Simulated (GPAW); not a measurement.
# ZnS (F-43m) in GPAW: convergence with k mesh

Aim: find how far k mesh must go before the results for ZnS settle, at r2SCAN. This setting moves, with any that are tied to it; all else stays.

Everything below comes from runs of GPAW 26.7.0. Logs are shortened: lines on timing, memory, paths and dates and some standing lists are left out, and cuts for length are marked. The log counts tension as positive stress, the text compression.

**1. The cell of the first run**

Symmetry: F-43m, No. 216, cubic system. The conventional cell has a = 5.475 Å, b = 5.475 Å, c = 5.475 Å, α = 90.00°, β = 90.00°, γ = 90.00°. Zn (site symmetry -43m) has 4 S at 2.37 Å as nearest neighbours. S (site symmetry -43m) has 4 Zn at 2.37 Å as nearest neighbours.

The cell isn't the ideal one: volume scaled by 1.04.

**2. With k mesh 2 × 2 × 2**

run.py reads:

```python
import numpy as np
from ase import Atoms
from ase.dft.bandgap import bandgap
from ase.io import write
from ase.units import Ha
from gpaw import GPAW, PW
from gpaw.hybrids.energy import non_self_consistent_energy
from gpaw.new.pw.nschse import non_self_consistent_matrix_elements

atoms = Atoms(['Zn', 'S'],
              cell=[[0.0, 2.7375567091, 2.7375567091],
                    [2.7375567091, 0.0, 2.7375567091],
                    [2.7375567091, 2.7375567091, 0.0]],
              scaled_positions=[[0.75, 0.75, 0.75],
                                [0.0, 0.0, 0.0]],
              pbc=True)

calc = GPAW(mode=PW(400),
            xc='MGGA_X_R2SCAN+MGGA_C_R2SCAN',
            kpts={'size': (2, 2, 2), 'gamma': True},
            occupations={'name': 'fermi-dirac', 'width': 0.001},
            nbands=18,
            convergence={'density': 1e-06, 'bands': 16},
            maxiter=150,
            txt='gpaw.txt')
atoms.calc = calc
energy = atoms.get_potential_energy()
calc.write('gs.gpw')
write('result.traj', atoms)
print(f'Energy: {energy:.6f} eV')
print('Fermi level:', round(calc.get_fermi_level(), 4), 'eV')
print(f'Gap: {bandgap(calc)[0]:.4f} eV, direct: {bandgap(calc, direct=True)[0]:.4f} eV')

calc.write('wfs.gpw', mode='all')
eps = calc.eigenvalues()
free = calc.get_potential_energy(force_consistent=True)
semilocal_x = free + calc.get_xc_difference('MGGA_X_R2SCAN')  # without correlation
exact_x = non_self_consistent_energy(calc, 'EXX').sum()
h_x = non_self_consistent_matrix_elements(GPAW('wfs.gpw').dft, 'MGGA_X_R2SCAN')
h_exx = non_self_consistent_matrix_elements(GPAW('wfs.gpw').dft, 'EXX')
shift = np.einsum('sknn->skn', h_exx - h_x).real * Ha
np.savetxt('shift.dat', shift[..., :16].reshape((-1, 16)), fmt='%.4f')
occupied = eps < calc.get_fermi_level()
for name, a in {'r2SCAN0': 0.25, 'r2SCANh': 0.1, 'r2SCAN50': 0.5}.items():
    levels = (eps + a * shift)[..., :16]
    gap = levels[~occupied[..., :16]].min() - levels[occupied[..., :16]].max()
    print(f'{name}: share {a}, energy {free + a * (exact_x - semilocal_x):.6f} eV, gap {gap:.4f} eV')
```

Potentials or basis: GPAW PAW data sets (gpaw-data 1.2.1), pw.

On the command line:

```
> OMP_NUM_THREADS=1 python run.py
```

Run time: 9.8 s. Hardware: 1 thread of Arm Neoverse V1, shared host; peak memory 0.35 GiB.

Results:

| Quantity | Value |
| --- | --- |
| Free energy | -16.4392 eV |
| Band gap on the k mesh | 2.36 eV, direct |

**3. With k mesh 3 × 3 × 3**

Edit run.py of step 2 so:

```diff
@@ -19,3 +19,3 @@
             xc='MGGA_X_R2SCAN+MGGA_C_R2SCAN',
-            kpts={'size': (2, 2, 2), 'gamma': True},
+            kpts={'size': (3, 3, 3), 'gamma': True},
             occupations={'name': 'fermi-dirac', 'width': 0.001},
```

Potentials or basis: GPAW PAW data sets (gpaw-data 1.2.1), pw.

On the command line:

```
> OMP_NUM_THREADS=1 python run.py
```

Wall time 22 s (1 thread of Arm Neoverse V1, shared host); peak memory 0.36 GiB.

The run converged. Its results:

```yaml
Free_energy: -17.4143 eV
Band_gap_on_the_k_mesh: 2.46 eV, direct
```

**4. With k mesh 4 × 4 × 4**

Edit run.py of step 3 so:

```diff
@@ -19,3 +19,3 @@
             xc='MGGA_X_R2SCAN+MGGA_C_R2SCAN',
-            kpts={'size': (3, 3, 3), 'gamma': True},
+            kpts={'size': (4, 4, 4), 'gamma': True},
             occupations={'name': 'fermi-dirac', 'width': 0.001},
```

On the command line:

```
> OMP_NUM_THREADS=1 python run.py
```

It took 72 s on 1 thread of Arm Neoverse V1, shared host; peak memory 0.4 GiB.

Results (log left out):

* Free energy: -17.5685 eV
* Band gap on the k mesh: 2.48 eV, direct

**5. With k mesh 5 × 5 × 5**

Edit run.py of step 4 so:

```diff
@@ -19,3 +19,3 @@
             xc='MGGA_X_R2SCAN+MGGA_C_R2SCAN',
-            kpts={'size': (4, 4, 4), 'gamma': True},
+            kpts={'size': (5, 5, 5), 'gamma': True},
             occupations={'name': 'fermi-dirac', 'width': 0.001},
```

On the command line:

```
> OMP_NUM_THREADS=1 python run.py
```

Wall time 2.6 min (1 thread of Arm Neoverse V1, shared host); peak memory 0.46 GiB.

The run converged. Its results:

```yaml
Free_energy: -17.5981 eV
Band_gap_on_the_k_mesh: 2.49 eV, direct
```

**6. With k mesh 6 × 6 × 6**

Edit run.py of step 5 so:

```diff
@@ -19,3 +19,3 @@
             xc='MGGA_X_R2SCAN+MGGA_C_R2SCAN',
-            kpts={'size': (5, 5, 5), 'gamma': True},
+            kpts={'size': (6, 6, 6), 'gamma': True},
             occupations={'name': 'fermi-dirac', 'width': 0.001},
```

Potentials or basis: GPAW PAW data sets (gpaw-data 1.2.1), pw.

On the command line:

```
> OMP_NUM_THREADS=1 python run.py
```

gpaw.txt:

```text
__  _  _
 | _ |_)|_||  |
 |__||  | ||/\| - 26.7.0

Input parameters:
  mode=PW(ecut=400.0),
  convergence={'density': 1e-06, 'bands': 16},
  kpts=MonkhorstPack(size=(6, 6, 6), gamma=True),
  maxiter=150,
  nbands=18,
  occupations=Occupations(name='fermi-dirac', width=0.001),
  xc=XC(name='MGGA_X_R2SCAN+MGGA_C_R2SCAN')

Diagonalizing LCAO Hamiltonian
Converting LCAO to pw mode

                    Zn

       S

Atoms  # Å, Bohr magnetons
|   | symbol |        x |        y |        z |    initial magnetic moments |
|---|--------|----------|----------|----------|-----------------------------|
| 0 |     Zn | 4.106335 | 4.106335 | 4.106335 | ( 0.0000,  0.0000,  0.0000) |
| 1 |      S | 0.000000 | 0.000000 | 0.000000 | ( 0.0000,  0.0000,  0.0000) |

Unit cell  # Å
| periodic |        x |        y |        z |  lengths |    angles |
|----------|----------|----------|----------|----------|-----------|
|      yes | 0.000000 | 2.737557 | 2.737557 | 3.871490 | 60.000000 |
|      yes | 2.737557 | 0.000000 | 2.737557 | 3.871490 | 60.000000 |
|      yes | 2.737557 | 2.737557 | 0.000000 | 3.871490 | 60.000000 |

Number of symmetries: 24
Symmetry operations  # r_c * U_cc + t_c -> r_c
|    | kind |            matrix            |
|----|------|------------------------------|
|  0 |  E   |  1, 0, 0,  0, 1, 0,  0, 0, 1 |
|  1 |  σ   |  1, 0, 0,  0, 0, 1,  0, 1, 0 |
|  2 |  σ   |  1, 0,-1,  0, 1,-1,  0, 0,-1 |
|  3 |  C3  |  1, 0,-1,  0, 0,-1,  0, 1,-1 |
|  4 |  C3  |  1,-1, 0,  0,-1, 1,  0,-1, 0 |
|  5 |  σ   |  1,-1, 0,  0,-1, 0,  0,-1, 1 |
|  6 |  σ   |  0, 1, 0,  1, 0, 0,  0, 0, 1 |
|  7 |  C3  |  0, 1, 0,  0, 0, 1,  1, 0, 0 |
|  8 |  C2  |  0, 1,-1,  1, 0,-1,  0, 0,-1 |
|  9 |  S4  |  0, 1,-1,  0, 0,-1,  1, 0,-1 |
| 10 |  C3  |  0, 0, 1,  1, 0, 0,  0, 1, 0 |
| 11 |  σ   |  0, 0, 1,  0, 1, 0,  1, 0, 0 |
| 12 |  S4  |  0, 0,-1,  1, 0,-1,  0, 1,-1 |
| 13 |  C3  |  0, 0,-1,  0, 1,-1,  1, 0,-1 |
| 14 |  S4  |  0,-1, 1,  1,-1, 0,  0,-1, 0 |
[... 98 lines left out ...]

    Using partial waves for S as LCAO basis

Reference energy: -59718.946550  # eV

eigensolver:
  PPCG
  Converge bands: 16
  niter=2

density mixing:
  MSR1-Mixer
  Pratt-step length: 0.05
  Maximum mixing coefficient: 0.75
  Old densities: 10
  SVD Regularization: 0.005
  Good broyden scale: 1.0
  Trust region scale: 1.0
  Backstep threshold: 4.0
  History deletion threshold: 6.0
  Fourier metric: weight=20.0, sigma=0.015

occupation numbers:
  Fermi-Dirac:
    width: 0.0010  # eV

poisson solver:
  ecut: 3200.0  # eV

xc functional:
  name: MGGA_X_R2SCAN+MGGA_C_R2SCAN with 2 nearest neighbor stencil

convergence criteria:
- Maximum integral of absolute [dens]ity change: 1e-06 electrons / valence electron
- Maximum [total energy] change in last 3 cyles: 0.0005 eV / valence electron
- Maximum integral of absolute [eigenst]ate change: 4e-08 eV^2 / valence electron
maximum number of iterations: 150

SCF iterations
|iter     | |      energy | eigst |  dens |
|---------|-|-------------|-------|-------|
|iter:   1| |  -19.980100 | +1.64 |       |
|iter:   2| |  -17.695060 | -0.04 | -1.25 |
|iter:   3| |-1795038.412171 | +6.01 | -1.21 |
|iter:   4| |   -8.264707 | +2.34 | +1.97 |
|iter:   5| |  -17.647628 | +1.10 | -0.61 |
|iter:   6| |  -17.612687 | -0.75 | -1.83 |
|iter:   7| |  -17.606880 | -1.97 | -1.95 |
|iter:   8| |  -17.604805c| -3.03 | -2.31 |
|iter:   9| |  -17.604730c| -3.43 | -2.73 |
|iter:  10| |  -17.604663c| -3.62 | -2.99 |
|iter:  11| |  -17.604662c| -6.22 | -3.88 |
|iter:  12| |  -17.604661c| -6.69 | -3.97 |
|iter:  13| |  -17.604661c| -7.72c| -4.82 |
|iter:  14| |  -17.604661c| -7.76c| -5.35 |
|iter:  15| |  -17.604661c| -8.42c| -5.75 |
|iter:  16| |  -17.604661c| -9.17c| -6.59c|

Converged in 16 steps
Energy contributions relative to reference atoms: (reference = -59718.946550)

Energy contributions:
  Kinetic:          17.933107
  Coulomb:         -15.398838
  Zero:             -0.134601
  External:          0.000000
  Xc:              -20.004329
  Entropy:          -0.000000
  Spinorbit:         0.000000
  ----------------------------
  Free energy:     -17.604661
  Extrapolated:    -17.604661

dipole moment: (-14.792496, -14.792496, -14.792496)  # |e|*Ang

Fermi level: 5.296
Eigenvalues  # (at kpt = [0.000, 0.000, 0.000])
| band index |      eig [eV] | occ [0-2] |
|------------|---------------|-----------|
|          0 |       -10.350 |     2.000 |
|          1 |        -3.248 |     2.000 |
|          2 |        -3.248 |     2.000 |
|          3 |        -3.248 |     2.000 |
|          4 |        -2.744 |     2.000 |
|          5 |        -2.744 |     2.000 |
[... 10 lines left out ...]
|         16 |        18.178 |     0.000 |
|         17 |        18.178 |     0.000 |

Gap: 2.487 eV
Transition (v -> c):
  (s=0, k=0, n=8, [0.00, 0.00, 0.00]) -> (s=0, k=0, n=9, [0.00, 0.00, 0.00])
No difference between direct/indirect transitions
# Writing to gs.gpw (mode='')

# Writing to wfs.gpw (mode='all')
```

stdout:

```text
Energy: -17.604661 eV
Fermi level: 5.2956 eV
Gap: 2.4869 eV, direct: 2.4869 eV
IBZ(<points: 16, symmetries: 24>)
Occupied bands: 9
DFT energy: -17.604661108917014 eV
minus DFT-XC energy: 20.004328577996663 eV
Core-core contribution:          -2168.010
Valence-core contribution:        -185.361
Valence-valence contribution:     -241.620
r2SCAN0: share 0.25, energy -15.923138 eV, gap 4.1571 eV
r2SCANh: share 0.1, energy -16.932052 eV, gap 3.1550 eV
r2SCAN50: share 0.5, energy -14.241615 eV, gap 5.8274 eV
```

Wall time 6.9 min (1 thread of Arm Neoverse V1, shared host); peak memory 0.56 GiB.

Results:

```yaml
Free_energy: -17.6047 eV
Band_gap_on_the_k_mesh: 2.49 eV, direct
```

**7. Summary**

```tsv
k mesh	energy less the tightest run, at zero smearing (meV/atom)	gap on the mesh (eV)	SCF cycles	CPU time (s)	peak memory (GiB)
2 × 2 × 2	582.71	2.358	12	9.8	0.35
3 × 3 × 3	95.17	2.455	16	22	0.36
4 × 4 × 4	18.08	2.479	15	72	0.4
5 × 5 × 5	3.26	2.485	16	160	0.46
6 × 6 × 6	0.00	2.487	16	420	0.56
```

Against the tightest run, the gap on the mesh stays within 0.01 eV from 4 × 4 × 4 on. Not settled before the last step: the energy (to 1 meV/atom). Meshes of other sizes hit other points, so gaps and Fermi surfaces needn't settle smoothly. The tightest run that finished is the yardstick and may itself not be fully converged.

Caveats: energy and the plain gap are those of the semilocal run; the hybrids' values are one shot on its orbitals and mesh.
